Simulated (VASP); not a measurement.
# MoS2 (R-3m) in VASP: notebook, part 2 of 2

VASP 6.6.1.

### Step 4. Single point, PBEsol, spin-orbit coupling, no magnetisation

Contents of INCAR:

```
SYSTEM = MoS2
  ALGO = Normal
  EDIFF = 1E-7
  ENCUT = 300
  GGA = PS
  GGA_COMPAT = .FALSE.
  ISIF = 2
  ISMEAR = 0
  LASPH = .TRUE.
  LCHARG = .FALSE.
  LMAXMIX = 4
  LORBIT = 11
  LREAL = .FALSE.
  LSORBIT = .TRUE.
  LWAVE = .FALSE.
  MAGMOM = 0 0 0 0 0 0 0 0 0
  NBANDS = 42
  NELM = 100
  PREC = Accurate
  SIGMA = 0.02
```

Contents of KPOINTS:

```
k-points
0
G
  5 5 5
  0 0 0
```

Contents of POSCAR:

```
MoS2
1.0
    1.5855000000      0.9153888518      6.1149966667
   -1.5855000000      0.9153888518      6.1149966667
    0.0000000000     -1.8307777036      6.1149966667
Mo S
1 2
Direct
    0.0000000000      0.0000000000      0.0000000000
    0.2500000000      0.2500000000      0.2500000000
    0.7500000000      0.7500000000      0.7500000000
```

Potentials or basis: VASP PAW PBE potentials, release 64 (Mo_sv, S).

On the command line:

```console
$ cat potpaw_PBE.64/Mo_sv/POTCAR potpaw_PBE.64/S/POTCAR > POTCAR
$ mpirun -np 1 vasp_ncl > vasp.out
```

OUTCAR:

```text
SYSTEM = MoS2
   EDIFF = 1E-7
   ENCUT = 300
   GGA = PS
   ISIF = 2
   ISMEAR = 0
   LASPH = .TRUE.
   LORBIT = 11
   LREAL = .FALSE.
   LSORBIT = .TRUE.
   NELM = 100
   PREC = Accurate

 Found     19 irreducible k-points:

 Following reciprocal coordinates:
            Coordinates               Weight
  0.000000  0.000000  0.000000      1.000000
  0.200000  0.000000 -0.000000      6.000000
  0.400000  0.000000  0.000000      6.000000
  0.200000  0.200000 -0.000000      6.000000
  0.400000  0.200000  0.000000     12.000000
 -0.400000  0.200000  0.000000     12.000000
   k-points           NKPTS =     19   k-points in BZ     NKDIM =     19   number of bands    NBANDS=     42
   number of dos      NEDOS =    301   number of ions     NIONS =      3
   total plane-waves  NPLWV =  46656
   dimension x,y,z NGX =    36 NGY =   36 NGZ =   36
   dimension x,y,z NGXF=    72 NGYF=   72 NGZF=   72
   ions per type =               1   2
   NGX,Y,Z   is equivalent  to a cutoff of   9.38,  9.38,  9.38 a.u.
   NGXF,Y,Z  is equivalent  to a cutoff of  18.75, 18.75, 18.75 a.u.
 SYSTEM =  MoS2
   PREC   = accura    normal or accurate (medium, high low for compatibility)
   ISTART =      0    job   : 0-new  1-cont  2-samecut
   ICHARG =      2    charge: 1-file 2-atom 10-const
   ISPIN  =      1    spin polarized calculation?
   LNONCOLLINEAR =      T non collinear calculations
   LSORBIT =      T    spin-orbit coupling
   LASPH  =      T    aspherical Exc in radial PAW
   ENCUT  =  300.0 eV  22.05 Ry    4.70 a.u.   9.01  9.01  9.01*2*pi/ulx,y,z
   NELM   =    100;   NELMIN=  2; NELMDL= -5     # of ELM steps
   EDIFF  = 0.1E-06   stopping-criterion for ELM
   LREAL  =      F    real-space projection
[... 7 lines left out ...]
   TEBEG  =    0.0;   TEEND  =   0.0 temperature during run
   PSTRESS=    0.0 pullay stress
   NELECT =      26.0000    total number of electrons
   NUPDOWN=      -1.0000    fix difference up-down
   EMIN   =  10.00;   EMAX   =-10.00  energy-range for DOS
   EFERMI =   0.00;   METHOD = LEGACY
   ISMEAR =     0;   SIGMA  =   0.02  broadening in eV -4-tet -1-fermi 0-gaus
   EFERMI_NEDOS =   21; number of points for ismear=-14 and -15
   IALGO  =     38    algorithm
   IMIX   =      4    mixing-type and parameters
[... 313 lines left out ...]
      0.00000      0.00000      0.00000         0.000000     -0.000000     -0.000000
      0.00000      0.00000      4.58625         0.000000      0.000000     -0.697471
      0.00000      0.00000     13.75874         0.000000      0.000000      0.697471
 -----------------------------------------------------------------------------------
    total drift:                               -0.000000     -0.000000      0.000000

  FREE ENERGIE OF THE ION-ELECTRON SYSTEM (eV)
  ---------------------------------------------------
  free  energy   TOTEN  =       -22.6644703708 eV

  energy  without entropy=      -22.6634505545  energy(sigma->0) =      -22.66396046

 Spin-Orbit-Coupling matrix elements

 Ion:    1  E_soc:     -0.1967890
 l=   1
     0.0000000    -0.0294824    -0.0295601
    -0.0294824     0.0000000    -0.0294824
    -0.0295601    -0.0294824     0.0000000
 l=   2
     0.0000000    -0.0005300     0.0000000    -0.0005300    -0.0032433
    -0.0005300     0.0000000    -0.0020776    -0.0003511    -0.0005300
     0.0000000    -0.0020776     0.0000000    -0.0020776     0.0000000
    -0.0005300    -0.0003511    -0.0020776     0.0000000    -0.0005300
    -0.0032433    -0.0005300     0.0000000    -0.0005300     0.0000000
 l=   3
     0.0000000     0.0000000     0.0000000     0.0000000     0.0000000     0.0000000     0.0000000
     0.0000000     0.0000000     0.0000000     0.0000000     0.0000000     0.0000000     0.0000000
     0.0000000     0.0000000     0.0000000     0.0000000     0.0000000     0.0000000     0.0000000
     0.0000000     0.0000000     0.0000000     0.0000000     0.0000000     0.0000000     0.0000000
[... 29 lines left out ...]
 l=   2
     0.0000000     0.0000000     0.0000000     0.0000000     0.0000000
     0.0000000     0.0000000     0.0000000     0.0000000     0.0000000
     0.0000000     0.0000000     0.0000000     0.0000000     0.0000000
     0.0000000     0.0000000     0.0000000     0.0000000     0.0000000
     0.0000000     0.0000000     0.0000000     0.0000000     0.0000000
 l=   3
     0.0000000     0.0000000     0.0000000     0.0000000     0.0000000     0.0000000     0.0000000
     0.0000000     0.0000000     0.0000000     0.0000000     0.0000000     0.0000000     0.0000000
     0.0000000     0.0000000     0.0000000     0.0000000     0.0000000     0.0000000     0.0000000
     0.0000000     0.0000000     0.0000000     0.0000000     0.0000000     0.0000000     0.0000000
     0.0000000     0.0000000     0.0000000     0.0000000     0.0000000     0.0000000     0.0000000
     0.0000000     0.0000000     0.0000000     0.0000000     0.0000000     0.0000000     0.0000000
     0.0000000     0.0000000     0.0000000     0.0000000     0.0000000     0.0000000     0.0000000

 total charge

# of ion       s       p       d       tot
------------------------------------------
    1        2.307   6.233   3.971  12.511
    2        1.360   2.322   0.000   3.682
    3        1.360   2.322   0.000   3.682
--------------------------------------------------
tot          5.027  10.878   3.971  19.876

 magnetization (x)

# of ion       s       p       d       tot
------------------------------------------
    1        0.000   0.000  -0.000  -0.000
    2        0.000  -0.000   0.000  -0.000
    3        0.000  -0.000   0.000  -0.000
--------------------------------------------------
tot          0.000  -0.000  -0.000  -0.000

 magnetization (y)

# of ion       s       p       d       tot
------------------------------------------
    1       -0.000   0.000   0.000  -0.000
    2        0.000   0.000   0.000   0.000
    3        0.000   0.000   0.000   0.000
--------------------------------------------------
tot         -0.000   0.000   0.000  -0.000

 magnetization (z)

# of ion       s       p       d       tot
------------------------------------------
    1        0.000   0.000   0.000   0.000
    2        0.000   0.000   0.000   0.000
    3        0.000   0.000   0.000   0.000
--------------------------------------------------
tot          0.000   0.000   0.000   0.000
```

It took 84 s on 1 thread of Intel Xeon 6975P-C (Granite Rapids), shared host; peak memory 0.39 GiB.

The run converged, but some of its settings lie outside the range that counts as converged, so its numbers aren't taken as properties of the crystal.

Results:

- Free energy: -22.6645 eV
- Pressure: 2.3 GPa
- Largest force: 0.697 eV/Å
- Valence electrons inside the program's atomic spheres: Mo 12.51; S 3.68

Caveat: the k mesh is coarse (spacing up to 0.46 Å⁻¹), so the values aren't converged; the cutoff is under 1.25 times the usual one of these potentials, so pressure, stress and relaxed cells hold a basis-set (Pulay) error; the PAW data sets were made with another functional, which shifts forces and pressure a little; the cell's inner coordinates are idealised or old, which leaves forces on the atoms.

### Step 5. Single point, PBEsol, spin-orbit coupling, no magnetisation

INCAR: that of step 4 with these lines changed.

```diff
@@ -3,3 +3,3 @@
   EDIFF = 1E-7
-  ENCUT = 300
+  ENCUT = 350
   GGA = PS
```

KPOINTS is that of step 4.

POSCAR is that of step 4.

On the command line:

```console
$ cat potpaw_PBE.64/Mo_sv/POTCAR potpaw_PBE.64/S/POTCAR > POTCAR
$ mpirun -np 1 vasp_ncl > vasp.out
```

Wall time 2.5 min (1 thread of Intel Xeon 6975P-C (Granite Rapids), shared host); peak memory 0.47 GiB.

The run converged, but some of its settings lie outside the range that counts as converged, so its numbers aren't taken as properties of the crystal.

What came out:

```yaml
Free_energy: -22.6667 eV
Pressure: 2.2 GPa
Largest_force: 0.702 eV/Å
Valence_electrons_inside_the_program's_atomic_spheres: Mo 12.52; S 3.68
```

Caveat: the k mesh is coarse (spacing up to 0.46 Å⁻¹), so the values aren't converged; the PAW data sets were made with another functional, which shifts forces and pressure a little; the cell's inner coordinates are idealised or old, which leaves forces on the atoms.

### Step 6. Single point, PBEsol, spin-orbit coupling, no magnetisation

INCAR: that of step 5 with these lines changed.

```diff
@@ -3,3 +3,3 @@
   EDIFF = 1E-7
-  ENCUT = 350
+  ENCUT = 600
   GGA = PS
```

Contents of KPOINTS:

```
k-points
0
G
  4 4 4
  0 0 0
```

POSCAR is that of step 5.

Potentials or basis: VASP PAW PBE potentials, release 64 (Mo_sv, S).

On the command line:

```console
$ cat potpaw_PBE.64/Mo_sv/POTCAR potpaw_PBE.64/S/POTCAR > POTCAR
$ mpirun -np 1 vasp_ncl > vasp.out
```

It took 5.2 min on 1 thread of Intel Xeon 6975P-C (Granite Rapids), shared host; peak memory 0.9 GiB.

The run converged, but some of its settings lie outside the range that counts as converged, so its numbers aren't taken as properties of the crystal.

Results:

```yaml
Free_energy: -22.5606 eV
Pressure: 3.6 GPa
Largest_force: 0.565 eV/Å
Valence_electrons_inside_the_program's_atomic_spheres: Mo 12.51; S 3.69
```

Caveat: the k mesh is coarse (spacing up to 0.58 Å⁻¹), so the values aren't converged; the PAW data sets were made with another functional, which shifts forces and pressure a little; the cell's inner coordinates are idealised or old, which leaves forces on the atoms.

### Step 7. The reference run

An earlier run on the cell as given: functional PBE; potentials or basis VASP PAW PBE potentials, release 64 (Mo_sv, S); cutoff 520 eV; k mesh 10 × 10 × 10; occupations fermi-dirac, width 0.05 eV; no spin polarisation.

* Pressure: 7.8 GPa
* Largest force: 0.994 eV/Å
* Band gap on the k mesh: none (metal or under the smearing width)
